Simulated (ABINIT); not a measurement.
# C (P6_3/mmc) in ABINIT: settings compared

One crystal, C, is run at these levels: LDA, PBE, PBEsol; tasks: single point.

The COD entry that gives the cell may itself be a prediction, so a difference from it is no test against experiment.

All numbers are computed with ABINIT 10.8.3 (patched build); they aren't measurements. Logs are shortened: lines on timing, memory, paths and dates and some standing lists are left out, and cuts for length are marked. The log counts tension as positive stress, the text compression.

### 1 Starting point

It takes space group P6_3/mmc (No. 194, hexagonal). Conventional cell: a = 2.522 Å, b = 2.522 Å, c = 8.237 Å, α = 90.00°, β = 90.00°, γ = 120.00°. C (site symmetry 3m) has 4 C at 1.54 Å as nearest neighbours. Around C (site symmetry 3m) lie 4 C at 1.54 Å.

This is a hexagonal form of diamond, not graphite.

### 2 Single point, LDA

run.abi

```
# Pseudopotentials
pp_dirpath "./"
pseudos "C.LDA_PW-JTH.xml"

# Structure
acell 3*1.0 Angstrom
rprim
     2.5221000000     0.0000000000     0.0000000000
    -1.2610500000     2.1842026709     0.0000000000
     0.0000000000     0.0000000000     8.2371000000
ntypat 1
znucl 6
natom 8
typat 1 1 1 1 1 1 1 1
xred
     0.6666666667     0.3333333333     0.8437500000
     0.3333333333     0.6666666667     0.3437500000
     0.6666666667     0.3333333333     0.6562500000
     0.3333333333     0.6666666667     0.1562500000
     0.0000000000     0.0000000000     0.9062500000
     0.0000000000     0.0000000000     0.4062500000
     0.0000000000     0.0000000000     0.5937500000
     0.0000000000     0.0000000000     0.0937500000

# Plane-wave basis
ecut 20.0
pawecutdg 40.0

# k points
kptopt 1
ngkpt 10 10 3
nshiftk 1
shiftk 0.0 0.0 0.0

# Exchange and correlation
ixc 7

# Bands and occupations
nband 21
occopt 3
tsmear 0.05 eV

# SCF cycle
nstep 100
tolvrs 1.0e-9

# Output
iomode 3
prtwf 0
prtden 0
prteig 0
prtebands 0
enunit 2
```

Potentials or basis: JTH PAW LDA v2.0.

On the command line:

```bash
> abinit run.abi > log 2>&1
```

run.abo:

```text
.Version 10.8.3 of ABINIT
 Symmetries : space group P6_3/m m c (#194); Bravais hP (primitive hexag.)
================================================================================
 Values of the parameters that define the memory need of the present run
     intxc =       0    ionmov =       0      iscf =      17    lmnmax =       8
     lnmax =       4     mgfft =      64  mpssoang =       2    mqgrid =    4432
     natom =       8  nloc_mem =       2    nspden =       1   nspinor =       1
    nsppol =       1      nsym =      24    n1xccc =       1    ntypat =       1
    occopt =       3   xclevel =       1
       mpw =        1320          nfft =       25600          nkpt =          28
 PAW method is used; the additional fine FFT grid is defined by:
   mgfftf=        90    nfftf =     81000
================================================================================
================================================================================

--------------------------------------------------------------------------------
------------- Echo of variables that govern the present computation ------------
--------------------------------------------------------------------------------
 -outvars: echo values of preprocessed input variables --------
            acell      1.8897261259E+00  1.8897261259E+00  1.8897261259E+00 Bohr
              amu      1.20110000E+01
             ecut      2.00000000E+01 Hartree
           enunit           2
              ixc           7
         kptrlatt       10    0    0      0   10    0      0    0    3
          kptrlen      4.66975892E+01
            natom           8
            nband          21
            ngfft          20      20      64
          ngfftdg          30      30      90
             nkpt          28
            nstep         100
             nsym          24
           ntypat           1
           occopt           3
        pawecutdg      4.00000000E+01 Hartree
           prtden           0
        prtebands           0
           prteig           0
            prtwf           0
            rprim      2.5221000000E+00  0.0000000000E+00  0.0000000000E+00
                      -1.2610500000E+00  2.1842026709E+00  0.0000000000E+00
                       0.0000000000E+00  0.0000000000E+00  8.2371000000E+00
          spgroup         194
           tolvrs      1.00000000E-09
           tsmear      1.83746611E-03 Hartree
            typat      1  1  1  1  1  1  1  1
           useylm           1
           xangst      1.2610500000E+00  7.2806755697E-01  6.9500531250E+00
                      -2.5418408897E-16  1.4561351139E+00  2.8315031250E+00
                       1.2610500000E+00  7.2806755697E-01  5.4055968750E+00
                      -2.5418408897E-16  1.4561351139E+00  1.2870468750E+00
                      -1.4000467452E-16 -2.4249520957E-16  7.4648718750E+00
                      -1.4000467452E-16 -2.4249520957E-16  3.3463218750E+00
[... 219 lines left out ...]
 -11.37847   -9.68510   -9.63543   -5.51048   -3.41835    3.40644    3.48321    7.06543
   7.06543    8.13139    8.13139    8.35594    8.35594    9.86387   10.08844   10.08844
  15.22578   15.22578   15.74654   17.02620   17.05388
 prteigrs : prtvol=0 or 1, do not print more k-points.

--- !EnergyTerms
iteration_state     : {dtset: 1, }
comment             : Components of total free energy in Hartree
kinetic             :  2.76006814569916E+01
hartree             :  3.88491215148936E+00
xc                  : -1.71813020434914E+01
Ewald energy        : -5.11113385470692E+01
psp_core            :  3.68014011669414E+00
local_psp           : -1.87502487363241E+01
PAW spherical_terms :  5.77246514537438E+00
internal            : -4.61046904563351E+01
'-kT*entropy'       : -1.22136985019965E-14
total_energy        : -4.61046904563351E+01
total_energy_eV     : -1.25457253975873E+03
...

--- !EnergyTermsDC
iteration_state     : {dtset: 1, }
comment             : '"Double-counting" decomposition of free energy'
band_energy         :  1.23497522937092E+00
Ewald energy        : -5.11113385470692E+01
psp_core            :  3.68014011669414E+00
xc_dc               : -2.98866601329567E+00
PAW spherical_terms :  3.08020617693529E+00
internal            : -4.61046830373645E+01
'-kT*entropy'       : -1.22136985019965E-14
total_energy_dc     : -4.61046830373645E+01
total_energy_dc_eV  : -1.25457233787825E+03
...

--- !EnergyTermsWithPAWCore
iteration_state     : {dtset: 1, }
comment             : 'Components of total free energy, including PAW core contributions'
Total energy        : -3.02503458857945E+02
Total energy DC     : -3.02503451438974E+02
Total energy (eV)   : -8.23153845972876E+03
Total energy DC (eV): -8.23153825784829E+03
...

 Cartesian components of stress tensor (hartree/bohr^3)
  sigma(1 1)=  5.91826988E-04  sigma(3 2)=  0.00000000E+00
  sigma(2 2)=  5.91826988E-04  sigma(3 1)=  0.00000000E+00
  sigma(3 3)=  1.69527801E-04  sigma(2 1)=  0.00000000E+00

-Cartesian components of stress tensor (GPa)         [Pressure= -1.3271E+01 GPa]
- sigma(1 1)=  1.74121511E+01  sigma(3 2)=  0.00000000E+00
- sigma(2 2)=  1.74121511E+01  sigma(3 1)=  0.00000000E+00
- sigma(3 3)=  4.98768011E+00  sigma(2 1)=  0.00000000E+00

== END DATASET(S) ==============================================================
================================================================================

 -outvars: echo values of variables after computation  --------
            acell      1.8897261259E+00  1.8897261259E+00  1.8897261259E+00 Bohr
           etotal     -4.6104683037E+01
            fcart      2.8248017291E-29  3.2618000773E-29  6.3213837155E-03
                       2.8248017291E-29 -3.2618000773E-29  6.3213837155E-03
                      -8.4744051872E-29  3.2618000773E-29 -6.3213837155E-03
                       1.9773612103E-28  9.1058309886E-45 -6.3213837155E-03
                       8.4744051872E-29  6.5236001547E-29  6.4134547913E-03
                      -1.9773612103E-28 -3.2618000773E-29  6.4134547913E-03
                       8.4744051872E-29  5.2535647265E-45 -6.4134547913E-03
                      -1.4124008645E-28 -6.5236001547E-29 -6.4134547913E-03
            rprim      2.5221000000E+00  0.0000000000E+00  0.0000000000E+00
                      -1.2610500000E+00  2.1842026709E+00  0.0000000000E+00
                       0.0000000000E+00  0.0000000000E+00  8.2371000000E+00
           strten      5.9182698823E-04  5.9182698806E-04  1.6952780109E-04
                       0.0000000000E+00  0.0000000000E+00  0.0000000000E+00
           xangst      1.2610500000E+00  7.2806755697E-01  6.9500531250E+00
                      -2.5418408897E-16  1.4561351139E+00  2.8315031250E+00
                       1.2610500000E+00  7.2806755697E-01  5.4055968750E+00
                      -2.5418408897E-16  1.4561351139E+00  1.2870468750E+00
                      -1.4000467452E-16 -2.4249520957E-16  7.4648718750E+00
                      -1.4000467452E-16 -2.4249520957E-16  3.3463218750E+00
                      -1.4000467452E-16 -2.4249520957E-16  4.8907781250E+00
                      -1.4000467452E-16 -2.4249520957E-16  7.7222812500E-01
             xred      6.6666666667E-01  3.3333333333E-01  8.4375000000E-01
                       3.3333333333E-01  6.6666666667E-01  3.4375000000E-01
                       6.6666666667E-01  3.3333333333E-01  6.5625000000E-01
                       3.3333333333E-01  6.6666666667E-01  1.5625000000E-01
                      -1.1102230246E-16 -1.1102230246E-16  9.0625000000E-01
                      -1.1102230246E-16 -1.1102230246E-16  4.0625000000E-01
                      -1.1102230246E-16 -1.1102230246E-16  5.9375000000E-01
                      -1.1102230246E-16 -1.1102230246E-16  9.3750000000E-02
 Calculation completed.
```

It took 24 s on 1 thread of Arm Neoverse V1, shared host; peak memory 0.11 GiB.

What came out:

```
Free energy            : -1254.5723 eV
Pressure               : -13.3 GPa
Largest force          : 0.330 eV/Å
Band gap on the k mesh : 4.38 eV, indirect (least direct gap 5.14 eV)
```

Forces in eV/Å, atoms in the order of the input:
```
C    0.000  0.000  0.325
C    0.000  0.000  0.325
C    0.000  0.000 -0.325
C    0.000  0.000 -0.325
C    0.000  0.000  0.330
C    0.000  0.000  0.330
C    0.000  0.000 -0.330
C    0.000  0.000 -0.330
```

Stress tensor (GPa, compression positive):
```
-17.41   0.00   0.00
  0.00 -17.41   0.00
  0.00   0.00  -4.99
```

Caveat: an odd mesh through Γ misses points on the zone boundary, where band edges often lie; the atomic spheres overlap.

### 3 Single point, LDA

run.abi

```
pp_dirpath "./"
pseudos "C.LDA_PW-JTH.xml"

acell 3*1.0
rprim
     4.7660782589     0.0000000000     0.0000000000
    -2.3830391295     4.1275448487     0.0000000000
     0.0000000000     0.0000000000    15.5658630612
ntypat 1
znucl 6
natom 8
typat 1 1 1 1 1 1 1 1
xred
     0.6666666667     0.3333333333     0.8437500000
     0.3333333333     0.6666666667     0.3437500000
     0.6666666667     0.3333333333     0.6562500000
     0.3333333333     0.6666666667     0.1562500000
     0.0000000000     0.0000000000     0.9062500000
     0.0000000000     0.0000000000     0.4062500000
     0.0000000000     0.0000000000     0.5937500000
     0.0000000000     0.0000000000     0.0937500000

ecut 20.0
pawecutdg 40.0

kptopt 1
ngkpt 7 7 2
nshiftk 1
shiftk 0.0 0.0 0.0

ixc 7

nband 21
occopt 3
tsmear 0.05 eV

nstep 100
tolvrs 1.0e-9

iomode 3
prtwf 0
prtden 0
prteig 0
prtebands 0
enunit 1
prtvol 2
```

Potentials or basis: JTH PAW LDA v2.0.

On the command line:

```bash
> abinit run.abi > log 2>&1
```

Run time: 13 s. Hardware: 1 thread of Arm Neoverse V1, shared host; peak memory 0.11 GiB.

Results (log left out):

| Property | Result |
| --- | --- |
| Free energy | -1254.5664 eV |
| Pressure | -13.3 GPa |
| Largest force | 0.329 eV/Å |
| Band gap on the k mesh | 4.38 eV, indirect (least direct gap 5.14 eV) |

Forces in eV/Å, atoms in the order of the input:
```
C    0.000  0.000  0.329
C    0.000  0.000  0.329
C    0.000  0.000 -0.329
C    0.000  0.000 -0.329
C    0.000  0.000  0.328
C    0.000  0.000  0.328
C    0.000  0.000 -0.328
C    0.000  0.000 -0.328
```

Stress tensor (GPa, compression positive):
```
-17.37   0.00   0.00
  0.00 -17.37   0.00
  0.00   0.00  -5.04
```

Levels at points of the mesh, in eV from the valence-band top:
| k point | band 14 | band 15 | band 16 | band 17 | band 18 | band 19 |
| --- | --- | --- | --- | --- | --- | --- |
| (0.00, 0.00, 0.00) | -0.22 | 0.00 | 0.00 | 5.14 | 5.14 | 5.66 |
| (0.00, 0.00, 0.50) | -0.67 | -0.67 | -0.67 | 5.92 | 5.92 | 5.92 |

Caveat: an odd mesh through Γ misses points on the zone boundary, where band edges often lie; the atomic spheres overlap.

### 4 Single point, PBE

run.abi

```
pp_dirpath "./"
pseudos "C.GGA_PBE-JTH.xml"

acell 2.5221 2.5221 8.2371 Angstrom
rprim
     1.0000000000     0.0000000000     0.0000000000
    -0.5000000000     0.8660254038     0.0000000000
     0.0000000000     0.0000000000     1.0000000000
ntypat 1
znucl 6
natom 8
typat 1 1 1 1 1 1 1 1
xred
     0.6666666667     0.3333333333     0.8437500000
     0.3333333333     0.6666666667     0.3437500000
     0.6666666667     0.3333333333     0.6562500000
     0.3333333333     0.6666666667     0.1562500000
     0.0000000000     0.0000000000     0.9062500000
     0.0000000000     0.0000000000     0.4062500000
     0.0000000000     0.0000000000     0.5937500000
     0.0000000000     0.0000000000     0.0937500000

ecut 544.227725 eV
pawecutdg 40.0

kptopt 1
ngkpt 10 10 3
nshiftk 1
shiftk 0.0 0.0 0.0

ixc 11

nband 21
occopt 3
tsmear 0.00183747

nstep 100
tolvrs 1.0e-9

iomode 3
prtwf 0
prtden 0
prteig 0
prtebands 0
enunit 2
```

Potentials or basis: JTH PAW PBE v2.0.

On the command line:

```bash
> abinit run.abi > log 2>&1
```

It took 30 s on 1 thread of Arm Neoverse V1, shared host; peak memory 0.12 GiB.

Results (log left out):

* Free energy: -1249.9836 eV
* Pressure: 1.7 GPa
* Largest force: 0.327 eV/Å
* Band gap on the k mesh: 4.41 eV, indirect (least direct gap 5.18 eV)

Forces in eV/Å, atoms in the order of the input:
```
C    0.000  0.000  0.318
C    0.000  0.000  0.318
C    0.000  0.000 -0.318
C    0.000  0.000 -0.318
C    0.000  0.000  0.327
C    0.000  0.000  0.327
C    0.000  0.000 -0.327
C    0.000  0.000 -0.327
```

Stress tensor (GPa, compression positive):
```
-2.33  0.00  0.00
 0.00 -2.33  0.00
 0.00  0.00  9.86
```

Levels at points of the mesh, in eV from the valence-band top:
```csv
k point,band 14,band 15,band 16,band 17,band 18,band 19
"(0.00, 0.00, 0.00)",-0.22,0.00,0.00,5.18,5.18,5.71
"(0.50, 0.00, 0.00)",-4.54,-3.70,-2.93,4.46,5.60,5.86
```

Caveat: an odd mesh through Γ misses points on the zone boundary, where band edges often lie; the atomic spheres overlap.

### 5 Single point, PBEsol

Changes to run.abi since step 4:

```diff
@@ -1 +1,2 @@
+# Pseudopotentials
 pp_dirpath "./"
@@ -3,2 +4,3 @@
 
+# Structure
 acell 2.5221 2.5221 8.2371 Angstrom
@@ -22,5 +24,7 @@
 
-ecut 544.227725 eV
+# Plane-wave basis
+ecut 20.0
 pawecutdg 40.0
 
+# k points
 kptopt 1
@@ -30,8 +34,11 @@
 
-ixc 11
+# Exchange and correlation
+ixc -116133
 
+# Bands and occupations
 nband 21
 occopt 3
-tsmear 0.00183747
+tsmear 0.05 eV
 
+# SCF cycle
 nstep 100
@@ -39,2 +46,3 @@
 
+# Output
 iomode 3
@@ -44,2 +52 @@
 prtebands 0
-enunit 2
```

On the command line:

```bash
> abinit run.abi > log 2>&1
```

It took 42 s on 1 thread of Arm Neoverse V1, shared host; peak memory 0.12 GiB.

The run converged. Its results:

```
Free energy            : -1246.8138 eV
Pressure               : -4.8 GPa
Largest force          : 0.327 eV/Å
Band gap on the k mesh : 4.27 eV, indirect (least direct gap 5.13 eV)
```

Forces in eV/Å, atoms in the order of the input:
```
C    0.000  0.000  0.323
C    0.000  0.000  0.323
C    0.000  0.000 -0.323
C    0.000  0.000 -0.323
C    0.000  0.000  0.327
C    0.000  0.000  0.327
C    0.000  0.000 -0.327
C    0.000  0.000 -0.327
```

Stress tensor (GPa, compression positive):
```
-8.95  0.00  0.00
 0.00 -8.95  0.00
 0.00  0.00  3.44
```

Levels at points of the mesh, in eV from the valence-band top:
```tsv
k point	band 14	band 15	band 16	band 17	band 18	band 19
(0.00, 0.00, 0.00)	-0.23	0.00	0.00	5.13	5.13	5.66
(0.50, 0.00, 0.00)	-4.56	-3.73	-2.94	4.30	5.46	5.73
```

Caveat: the PAW data sets were made with another functional, which shifts forces and pressure a little; an odd mesh through Γ misses points on the zone boundary, where band edges often lie; the atomic spheres overlap.

### 6 Single point, PBEsol

Changes to run.abi since step 5:

```diff
@@ -5,3 +5,3 @@
 # Structure
-acell 2.5221 2.5221 8.2371 Angstrom
+acell 4.7660782589 4.7660782589 15.5658630612
 rprim
@@ -25,3 +25,3 @@
 # Plane-wave basis
-ecut 20.0
+ecut 544.227725 eV
 pawecutdg 40.0
@@ -30,3 +30,3 @@
 kptopt 1
-ngkpt 10 10 3
+ngkpt 7 7 2
 nshiftk 1
@@ -52 +52,3 @@
 prtebands 0
+enunit 1
+prtvol 2
```

Potentials or basis: JTH PAW PBE v2.0.

On the command line:

```bash
> abinit run.abi > log 2>&1
```

run.abo:

```text
.Version 10.8.3 of ABINIT
 Symmetries : space group P6_3/m m c (#194); Bravais hP (primitive hexag.)
================================================================================
 Values of the parameters that define the memory need of the present run
     intxc =       0    ionmov =       0      iscf =      17    lmnmax =       8
     lnmax =       4     mgfft =      64  mpssoang =       2    mqgrid =    4432
     natom =       8  nloc_mem =       2    nspden =       1   nspinor =       1
    nsppol =       1      nsym =      24    n1xccc =       1    ntypat =       1
    occopt =       3   xclevel =       2
       mpw =        1320          nfft =       25600          nkpt =          16
 PAW method is used; the additional fine FFT grid is defined by:
   mgfftf=        90    nfftf =     81000
================================================================================
================================================================================

[... 441 lines left out ...]
                      -5.0000000000E-01  8.6602540380E-01  0.0000000000E+00
                       0.0000000000E+00  0.0000000000E+00  1.0000000000E+00
           strten      3.0264438623E-04  3.0264438579E-04 -1.1487993855E-04
                       0.0000000000E+00  0.0000000000E+00  0.0000000000E+00
           xangst      1.2610499991E+00  7.2806755648E-01  6.9500531203E+00
                       2.5825260294E-17  1.4561351130E+00  2.8315031231E+00
                       1.2610499991E+00  7.2806755648E-01  5.4055968713E+00
                       2.5825260294E-17  1.4561351130E+00  1.2870468741E+00
                      -1.8667289923E-16 -8.0831736468E-17  7.4648718700E+00
                      -1.8667289923E-16 -8.0831736468E-17  3.3463218727E+00
                      -1.8667289923E-16 -8.0831736468E-17  4.8907781217E+00
                      -1.8667289923E-16 -8.0831736468E-17  7.7222812448E-01
             xred      6.6666666667E-01  3.3333333333E-01  8.4375000000E-01
                       3.3333333333E-01  6.6666666667E-01  3.4375000000E-01
                       6.6666666667E-01  3.3333333333E-01  6.5625000000E-01
                       3.3333333333E-01  6.6666666667E-01  1.5625000000E-01
                      -9.2518585385E-17 -3.7007434154E-17  9.0625000000E-01
                      -9.2518585385E-17 -3.7007434154E-17  4.0625000000E-01
                      -9.2518585385E-17 -3.7007434154E-17  5.9375000000E-01
                      -9.2518585385E-17 -3.7007434154E-17  9.3750000000E-02
 Calculation completed.
```

Wall time 29 s (1 thread of Arm Neoverse V1, shared host); peak memory 0.11 GiB.

Results:

| Quantity | Value |
| --- | --- |
| Free energy | -1246.8074 eV |
| Pressure | -4.8 GPa |
| Largest force | 0.327 eV/Å |
| Band gap on the k mesh | 4.27 eV, indirect (least direct gap 5.13 eV) |

Forces on the atoms (eV/Å):
```
C    0.000  0.000  0.327
C    0.000  0.000  0.327
C    0.000  0.000 -0.327
C    0.000  0.000 -0.327
C    0.000  0.000  0.326
C    0.000  0.000  0.326
C    0.000  0.000 -0.326
C    0.000  0.000 -0.326
```

Levels at points of the mesh, in eV from the valence-band top:
```tsv
k point	band 13	band 14	band 15	band 16	band 17	band 18	band 19	band 20
(0.00, 0.00, 0.00)	-1.75	-0.23	0.00	0.00	5.13	5.13	5.66	6.93
(0.00, 0.00, 0.50)	-0.68	-0.68	-0.68	-0.68	5.92	5.92	5.92	5.92
```

Caveat: the PAW data sets were made with another functional, which shifts forces and pressure a little; an odd mesh through Γ misses points on the zone boundary, where band edges often lie; the atomic spheres overlap. PBEsol gaps usually lie below the measured ones, often by a third to a half.

### 7 Overview

| level | potentials or basis | k mesh | gap on the mesh (eV) | pressure (GPa) | largest force (eV/Å) |
| --- | --- | --- | --- | --- | --- |
| LDA | JTH PAW LDA v2.0 | 10 × 10 × 3 | 4.38 | -13.3 | 0.33 |
| LDA | JTH PAW LDA v2.0 | 7 × 7 × 2 | 4.38 | -13.3 | 0.33 |
| PBE | JTH PAW PBE v2.0 | 10 × 10 × 3 | 4.41 | 1.7 | 0.33 |
| PBEsol | JTH PAW PBE v2.0 | 10 × 10 × 3 | 4.27 | -4.8 | 0.33 |
| PBEsol | JTH PAW PBE v2.0 | 7 × 7 × 2 | 4.27 | -4.8 | 0.33 |

Alike in all rows: task single point; no spin polarisation; cell as given; cutoff (eV) 544; smearing fermi-dirac 0.05 eV.

Caveats: an odd mesh through Γ misses points on the zone boundary, where band edges often lie; the atomic spheres overlap; the PAW data sets were made with another functional, which shifts forces and pressure a little (some runs).

Total energies depend on the potentials used, so only differences within one code and one set of settings carry meaning.
